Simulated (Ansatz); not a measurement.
# Ti, Ti16O defect cell: relaxing cell and atoms, part 2 of 2

Aim: for Ti, Ti16O defect cell, 2 runs in a chain (relaxing cell and atoms).

Ansatz 0.2.0; DFT PBEsol, scalar-relativistic, plane waves, PAW.

## 3. Relaxing cell and atoms: Ti16O defect cell

Input file input.yaml:

```yaml
crystal:
  lattice:
    - [5.9, 0.0, 0.0]
    - [-2.95, 5.1095498824, 0.0]
    - [0.0, 0.0, 9.36]
  atoms:
    - { symbol: Ti, position: [0.1666666667, 0.3333333333, 0.125] }
    - { symbol: Ti, position: [0.3333333333, 0.1666666667, 0.375] }
    - { symbol: Ti, position: [0.1666666667, 0.3333333333, 0.625] }
    - { symbol: Ti, position: [0.3333333333, 0.1666666667, 0.875] }
    - { symbol: Ti, position: [0.1666666667, 0.8333333333, 0.125] }
    - { symbol: Ti, position: [0.3333333333, 0.6666666667, 0.375] }
    - { symbol: Ti, position: [0.1666666667, 0.8333333333, 0.625] }
    - { symbol: Ti, position: [0.3333333333, 0.6666666667, 0.875] }
    - { symbol: Ti, position: [0.6666666667, 0.3333333333, 0.125] }
    - { symbol: Ti, position: [0.8333333333, 0.1666666667, 0.375] }
    - { symbol: Ti, position: [0.6666666667, 0.3333333333, 0.625] }
    - { symbol: Ti, position: [0.8333333333, 0.1666666667, 0.875] }
    - { symbol: Ti, position: [0.6666666667, 0.8333333333, 0.125] }
    - { symbol: Ti, position: [0.8333333333, 0.6666666667, 0.375] }
    - { symbol: Ti, position: [0.6666666667, 0.8333333333, 0.625] }
    - { symbol: Ti, position: [0.8333333333, 0.6666666667, 0.875] }
    - { symbol: O, position: [0.0, 0.0, 0.0] }
scf:
  occupations: { method: gaussian, width: 0.1 }
output:
  forces: true
  stress: false
  eigenvalues: true
hamiltonian:
  xc: pbesol
kpoints:
  mp_grid: { grid: [8, 8, 5] }
relax:
  f_tol: 0.01
  max_steps: 60
  cell: { stress_tol: 0.03 }
```

On the command line:

```console
$ ansatz run input.yaml --threads 4 --pin off --max-ram 8192MiB --backend cpu --events-out ev --progress --plain --runs-dir out
```

Output:

```text
Warning: RAYON_NUM_THREADS=4 ignored (pool sized by the plan → 4); use --threads N
Engine: ansatz 0.2.0, x86_64-unknown-linux-gnu
Pseudopotentials: kind: paw
Pseudopotential: Ti, paw, valence charge 12, recommended cutoff 420 eV (normal), Ti.paw.azcp
Pseudopotential: O, paw, valence charge 6, recommended cutoff 420 eV (normal), O.paw.azcp
Functional definition: PBEsol
  exchange = pbesol_x
  correlation = pbesol_c
Crystal: 17 atoms, lattice volume = 282.170 Å³
Basis set: ecut = 420 eV, 5479 PW (Γ), exchange–correlation on 80×80×128 points (8 copies of the dense FFT grid, shifted against one another)
Bands: 119, of which v1, the nominal top of the filled ones, is band 99 counted from 1 (98 counted from 0)
Symmetry: 12 space group operations
Space group: P-3m1 (ITA 164), of the structure as read, at distance tolerance 6.6e-5 Å
k-points: 40 of 320
Non-local potential: Ti, projectors of the file, l = 0: 3, l = 1: 2, l = 2: 3, l = 3: 1
Non-local potential: O, projectors of the file, l = 0: 2, l = 1: 2, l = 2: 1
PAW form: soft (Blöchl's): semilocal exchange-correlation on the pseudo side does not see the compensation charge
PAW frozen core: Ti, regenerated for the run's functional, and the local potential with it (the file was generated under x = pbe(κ = 0.804, μ = 0.2195149727645171), c = pbe(β = 0.06672455060314922))
PAW frozen core: O, regenerated for the run's functional, and the local potential with it (the file was generated under x = pbe(κ = 0.804, μ = 0.2195149727645171), c = pbe(β = 0.06672455060314922))
PAW one-centre angular grid: Ti, 590 points (default); XC on 64 Gauss nodes
PAW one-centre angular grid: O, 110 points (default); XC on 64 Gauss nodes
Initial density: superposition of atomic densities (neutral atoms: chi_scale 0, normalization atom), corrected by the library's trained network
Initial wavefunctions: pseudopotential atomic-orbital guess
Functional: x = pbesol(κ = 0.804, μ = 0.12345679012345678), c = pbesol(β = 0.046)
SCF iter   1: F=—  HF=-40146.483173 eV  |F-HF|=—  |Δ(HF+E_count)|=         —  Δρ=1.28e-2  dr2=1.14e0  ethr=1.77e-3  ⟨swp⟩=7.1  Hψ=19781  notcnv=0
preconditioner: auto → Kerker (q_TF=auto, 2.572 Å⁻¹)  [metal: Δε(μ)=0.007 eV  Ē_g=2.838 eV  σ=0.100 eV  W_gap=0.04  n_scr=96 (ndim 8)  ℏωp=18.2 eV  f_vac=0.000  D(μ)=15.75/eV (n_scr^D=134)]
SCF iter   2: F=—  HF=-40146.396071 eV  |F-HF|=—  |Δ(HF+E_count)|=   8.71e-2  Δρ=4.80e-3  dr2=1.81e-1  ethr=5.76e-4  ⟨swp⟩=2.0  Hψ=5968  notcnv=0  defer=205
SCF iter   3: F=—  HF=-40146.382406 eV  |F-HF|=—  |Δ(HF+E_count)|=   1.37e-2  Δρ=9.06e-4  dr2=2.63e-3  ethr=9.13e-5  ⟨swp⟩=2.0  Hψ=5436  notcnv=0  defer=205
SCF iter   4: F=—  HF=-40146.382360 eV  |F-HF|=—  |Δ(HF+E_count)|=   4.64e-5  Δρ=4.40e-4  dr2=5.92e-4  ethr=1.33e-6  ⟨swp⟩=2.0  Hψ=6083  notcnv=0  defer=205
SCF iter   5: F=—  HF=-40146.382248 eV  |F-HF|=—  |Δ(HF+E_count)|=   1.12e-4  Δρ=1.23e-4  dr2=5.69e-5  ethr=2.99e-7  ⟨swp⟩=2.0  Hψ=5800  notcnv=0  defer=205
SCF iter   6: F=—  HF=-40146.382314 eV  |F-HF|=—  |Δ(HF+E_count)|=   6.63e-5  Δρ=3.01e-5  dr2=3.25e-6  ethr=2.87e-8  ⟨swp⟩=2.0  Hψ=6166  notcnv=0  defer=205
SCF iter   7: F=—  HF=-40146.382314 eV  |F-HF|=—  |Δ(HF+E_count)|=   6.11e-7  Δρ=8.36e-6  dr2=2.59e-7  ethr=1.64e-9  ⟨swp⟩=2.0  Hψ=5987  notcnv=0  defer=205
SCF iter   8: F=-40146.382314 eV  HF=-40146.382314 eV  |F-HF|=9.82e-9  |Δ(HF+E_count)|=   4.85e-8  Δρ=2.03e-6  dr2=1.61e-8  ethr=5.05e-11  ⟨swp⟩=9.6  Hψ=16468  notcnv=0
SCF 1 converged in 8 iterations: F = -40146.382314 eV  dr2 = 1.61e-8
relax step   1: F+E_penalty+E_count = -40146.38231356 eV  Δ(F+E_penalty+E_count) = +0.000e0 eV  max|allowed force component| = 3.895e-1 eV/Å  Δτ_max = 0.0000 Å  P = -4.529 GPa  Ω = 282.170 Å³  (8 SCF iters, dr2 threshold 1.00e-7 eV, accepted)
[... from here on, the SCF cycles and remarks between the steps are left out ...]
relax step   2: F+E_penalty+E_count = -40146.03528963 eV  Δ(F+E_penalty+E_count) = +3.470e-1 eV  max|allowed force component| = 4.280e-1 eV/Å  Δτ_max = 0.1022 Å  P = +9.526 GPa  Ω = 253.432 Å³  energy of the carried Pulay correction = +9.990e-3 eV  (8 SCF iters, dr2 threshold 1.70e-6 eV, rejected (line search))
relax step   3: F+E_penalty+E_count = -40146.59923854 eV  Δ(F+E_penalty+E_count) = -2.169e-1 eV  max|allowed force component| = 1.304e-1 eV/Å  Δτ_max = 0.0435 Å  P = -0.412 GPa  Ω = 272.108 Å³  energy of the carried Pulay correction = +3.380e-3 eV  (12 SCF iters, accepted)
relax step   4: F+E_penalty+E_count = -40146.60577574 eV  Δ(F+E_penalty+E_count) = -6.537e-3 eV  max|allowed force component| = 2.813e-2 eV/Å  Δτ_max = 0.0239 Å  P = -0.030 GPa  Ω = 271.324 Å³  energy of the carried Pulay correction = +3.648e-3 eV  (6 SCF iters, dr2 threshold 1.06e-6 eV, accepted)
relax step   5: F+E_penalty+E_count = -40146.60613164 eV  Δ(F+E_penalty+E_count) = -3.559e-4 eV  max|allowed force component| = 2.043e-2 eV/Å  Δτ_max = 0.0060 Å  P = -0.006 GPa  Ω = 271.283 Å³  energy of the carried Pulay correction = +3.662e-3 eV  (6 SCF iters, dr2 threshold 4.95e-8 eV, accepted)
relax step   6: F+E_penalty+E_count = -40146.60627363 eV  Δ(F+E_penalty+E_count) = -1.420e-4 eV  max|allowed force component| = 1.146e-3 eV/Å  Δτ_max = 0.0026 Å  P = -0.004 GPa  Ω = 271.273 Å³  energy of the carried Pulay correction = +3.666e-3 eV  (6 SCF iters, dr2 threshold 2.61e-8 eV, accepted)
relax step   7: F+E_penalty+E_count = -40146.60320544 eV  Δ(F+E_penalty+E_count) = +3.068e-3 eV  max|allowed force component| = 1.367e-3 eV/Å  Δτ_max = 0.0000 Å  P = -0.019 GPa  Ω = 271.273 Å³  stress off target by 1.91e-2 GPa  SCF on the basis re-selected at this cell (its energy is not comparable with the rows above)  (6 SCF iters)
basis re-selected at this cell: Δ(F+E_penalty+E_count) = +3.068e-3 eV, ΔP = -0.015 GPa vs the last step (what re-selecting the basis moved, of the pressure what is left beyond the Pulay correction that the steps carried, after the strain that the cell walked since its last selection, with what the two solves' SCF thresholds leave and, on support functions, any second-order correction that the steps lacked; it is no measure of the basis error at this ecutwfc). This SCF's stress stands 1.91e-2 GPa from its target on what of the cell is left free (relax.cell.stress_tol is 3.00e-2 GPa) and its largest allowed force component is 1.37e-3 eV/Å (relax.f_tol is 1.00e-2 eV/Å): within both
SCF converged after 6 iterations
Free energy (F): -40146.603205 eV
Harris-Foulkes:  -40146.603205 eV  (|F-HF|=2.18e-11)
Internal energy: -40146.521764 eV  (E = F + TS)
E sigma→0 (E₀):  -40146.562485 eV
Entropy (-TS):   -0.081441 eV (-4.791 meV/atom)
Fermi energy:    13.956127 eV
--- Per-component energies (eV) ---
  E_band       = -2382.725807
  E_kinetic    = 4545.489430
  E_local      = -13060.431281  (includes V_loc(G=0)·N_el)
  E_nonlocal   = 196.104625
  E_hartree    = 5372.311096
  E_xc         = -1625.372551
  E_vxc        = -2044.755355  (∫ρ·V_xc dr)
  E_paw        = -16512.374402  (= ΣΔE_a)
  E_vpaw       = -2763.759418  (= ΣTr[D̂ρ^β])
  E_aug_tail   = 0.004091  (compensation charges beyond the density's cutoff)
  E_ewald      = -19064.518209
  E_core_change = 2.265437  (= ΣΔE_core)
  E_smearing   = -0.081441  (= −TS)
  E_closure    = 0.000000  (closes the sum)
  Σ components = -40146.603205   (vs F -40146.603205, Δ=0.00e0)
--- Forces (eV/Å), atoms counted from 1 ---
  atom   1  Ti     0.00000000    -0.00136712    -0.00052616
  atom   2  Ti     0.00055260     0.00031904    -0.00040500
  atom   3  Ti     0.00000000     0.00063809     0.00040500
  atom   4  Ti    -0.00118396    -0.00068356     0.00052616
  atom   5  Ti    -0.00118396     0.00068356    -0.00052616
  atom   6  Ti     0.00000000     0.00000000     0.00059310
  atom   7  Ti     0.00055260    -0.00031904     0.00040500
  atom   8  Ti    -0.00000000     0.00000000    -0.00010136
  atom   9  Ti     0.00000000    -0.00000000     0.00010136
  atom  10  Ti    -0.00055260     0.00031904    -0.00040500
  atom  11  Ti     0.00000000    -0.00000000    -0.00059310
  atom  12  Ti     0.00118396    -0.00068356     0.00052616
  atom  13  Ti     0.00118396     0.00068356    -0.00052616
  atom  14  Ti    -0.00000000    -0.00063809    -0.00040500
  atom  15  Ti    -0.00055260    -0.00031904     0.00040500
  atom  16  Ti    -0.00000000     0.00136712     0.00052616
  atom  17  O      0.00000000    -0.00000000     0.00000000
  max |Σ_I F_I| component: 9.11e-18 eV/Å
--- Stress (GPa, compression-positive) ---
       -0.018483      -0.000000       0.000000
       -0.000000      -0.018483       0.000000
        0.000000       0.000000      -0.019125
  P = ⅓ Tr σ = -0.0187 GPa (-0.187 kbar)
--- Band table (eV; the first three rows and the last of 40) ---
  k-point 0: bands = ["-42.6310", "-42.5699", "-42.5231", "-42.5231", "-42.5038", "-42.5013", "-42.5013", "-42.4653", "-42.4411", "-42.4204", "-42.4130", "-42.4130", "-42.3881", "-42.3881", "-42.3852", "-42.3628", "-19.5013", "-19.3004", "-19.2704", "-19.2704", "-19.2674", "-19.2375", "-19.2375", "-19.1764", "-19.1600", "-19.1600", "-19.0914", "-19.0544", "-19.0544", "-19.0126", "-19.0126", "-19.0042", "-18.9585", "-18.9339", "-18.8379", "-18.8379", "-18.8247", "-18.8157", "-18.8157", "-18.7523", "-18.7475", "-18.7358", "-18.7358", "-18.7338", "-18.7338", "-18.7096", "-18.7030", "-18.7030", "-18.6847", "-18.6839", "-18.6811", "-18.6811", "-18.6562", "-18.6562", "-18.6137", "-18.6137", "-18.5920", "-18.5845", "-18.5845", "-18.5532", "-18.5532", "-18.5498", "-18.5012", "-18.5012", "-6.8259", "6.5142", "6.6063", "6.6063", "7.9289", "9.8535", "9.8777", "11.2688", "11.3632", "11.3632", "11.4194", "11.4194", "11.4335", "11.5334", "11.6682", "11.6682", "11.7938", "11.9189", "12.0251", "12.0251", "12.1158", "12.1158", "12.8075", "13.0315", "13.0315", "13.0364", "13.0364", "13.1250", "13.3375", "13.3375", "13.3737", "13.7344", "14.2403", "14.3249", "14.4111", "14.4904", "14.4904", "14.5929", "14.5929", "14.6078", "14.6078", "14.6686", "14.7139", "14.7139", "14.7490", "14.9827", "14.9827", "15.0604", "15.1934", "15.1934", "15.1972", "15.1972", "15.3218", "15.3640", "15.3640"]
[... 3 lines left out ...]
--- Relaxed structure (6 steps of the walk, 5 accepted, 1 SCFs on fresh bases) ---
  F+E_penalty+E_count = -40146.60320544 eV   max|allowed force component| = 1.367e-3 eV/Å   (the final SCF, on the basis selected at the relaxed cell)
  cell:  # Å, volume = 271.2727 Å³
    - [5.819408329027327, 4.619812982582289e-34, 4.619812982582289e-34]
    - [-2.9097041645136636, 5.039755447932417, -4.815431757695812e-18]
    - [-2.198717772033883e-33, -8.821215623631142e-18, 9.249490564827944]
  atoms:
    - { symbol: Ti, position: [0.16711423989683638, 0.33422847979367276, 0.1288742289552467] }
    - { symbol: Ti, position: [0.3344445930317129, 0.16722229651585646, 0.3752193901587617] }
    - { symbol: Ti, position: [0.16722229651585646, 0.3344445930317129, 0.6247806098412384] }
    - { symbol: Ti, position: [0.33422847979367276, 0.16711423989683638, 0.8711257710447533] }
    - { symbol: Ti, position: [0.1671142398968364, 0.8328857601031637, 0.1288742289552467] }
    - { symbol: Ti, position: [0.3333333333333333, 0.6666666666666667, 0.3742363746611873] }
    - { symbol: Ti, position: [0.16722229651585643, 0.8327777034841436, 0.6247806098412384] }
    - { symbol: Ti, position: [0.3333333333333333, 0.6666666666666667, 0.8681713262987549] }
    - { symbol: Ti, position: [0.6666666666666667, 0.33333333333333337, 0.13182867370124537] }
    - { symbol: Ti, position: [0.8327777034841437, 0.16722229651585646, 0.3752193901587617] }
    - { symbol: Ti, position: [0.6666666666666667, 0.33333333333333337, 0.6257636253388128] }
    - { symbol: Ti, position: [0.8328857601031638, 0.16711423989683638, 0.8711257710447533] }
    - { symbol: Ti, position: [0.6657715202063275, 0.8328857601031637, 0.1288742289552467] }
    - { symbol: Ti, position: [0.8327777034841436, 0.6655554069682872, 0.3752193901587617] }
    - { symbol: Ti, position: [0.6655554069682872, 0.8327777034841436, 0.6247806098412384] }
    - { symbol: Ti, position: [0.8328857601031636, 0.6657715202063273, 0.8711257710447533] }
    - { symbol: O, position: [1.2331018602455597e-20, 1.0609566375187881e-20, 8.176486971987214e-21] }
```

Wall time 2 min (4 threads of Intel Xeon Platinum 8375C at 2.90GHz (Ice Lake), shared host); peak memory 1.8 GiB.

Relaxation path:

| step | E - E(step 1) (eV/cell) | largest force component (eV/Å) | pressure (GPa) | volume (Å³) |
| --- | --- | --- | --- | --- |
| 1 | 0.0000 | 0.3895 | -4.53 | 282.17 |
| 2 | 0.3470 | 0.4280 | 9.53 | 253.43 |
| 3 | -0.2169 | 0.1304 | -0.41 | 272.11 |
| 4 | -0.2235 | 0.0281 | -0.03 | 271.32 |
| 5 | -0.2238 | 0.0204 | -0.01 | 271.28 |
| 6 | -0.2240 | 0.0011 | 0.00 | 271.27 |
| 7 | -0.2209 | 0.0014 | -0.02 | 271.27 |

Step 1 is the start. Step 7 repeats the geometry before it on a plane-wave basis chosen anew for that cell, so its energy need not be comparable with the rows above. Step 2 was tried and not accepted.

|  | before | after | change |
| --- | --- | --- | --- |
| a (Å) | 5.900 | 5.819 | -1.4 % |
| b (Å) | 5.900 | 5.819 | -1.4 % |
| c (Å) | 9.360 | 9.249 | -1.2 % |
| volume (Å³/atom) | 16.60 | 15.96 | -3.9 % |
| shortest distance (Å) | 2.066 | 2.064 | -0.1 % |
| space group (0.01 Å) | P-3m1 | P-3m1 | same |

The run keeps the 12 symmetry operations of the start, so it could not have lowered the symmetry.

## 4. Summary of results

What follows sums up all 2 parts.

| step | system | energy (eV) | gap on the mesh (eV) | time |
| --- | --- | --- | --- | --- |
| 2 | Ti | -39582.344 | 0.00 | 66 s |
| 3 | Ti16O defect cell | -40146.562 | 0.00 | 2 min |

Totals of different systems or levels have different zeros; only balanced differences at one level mean anything.

| quantity | value |
| --- | --- |
| relaxed cell, step 2 (conventional) | a = 2.901 Å, b = 2.901 Å, c = 4.588 Å, α = 90.00°, β = 90.00°, γ = 120.00° |

Measured lattice constant a of Ti: 2.9536 Å (298 K; “Impact of oxygen ordering on titanium lattice parameters”, 2024, arxiv:2402.07147). This calculation gives 2.901 Å (-1.8 %). 4 values of this kind are on record (2.9536 to 2.9646 Å); this one was drawn at random, colder ones first, those with a stated uncertainty first. A measured lattice constant c of Ti is 4.685 Å (298 K; “Impact of oxygen ordering on titanium lattice parameters”, 2024, arxiv:2402.07147); the calculated 4.588 Å misses it by -2.1 %. 4 values of this kind are on record (4.685 to 4.7036 Å); this one was drawn at random, colder ones first, those with a stated uncertainty first. That is the cell relaxed with PBEsol, without thermal expansion or zero-point motion. Spin polarisation is off in the runs that give these values; a magnetic solution could lie lower.
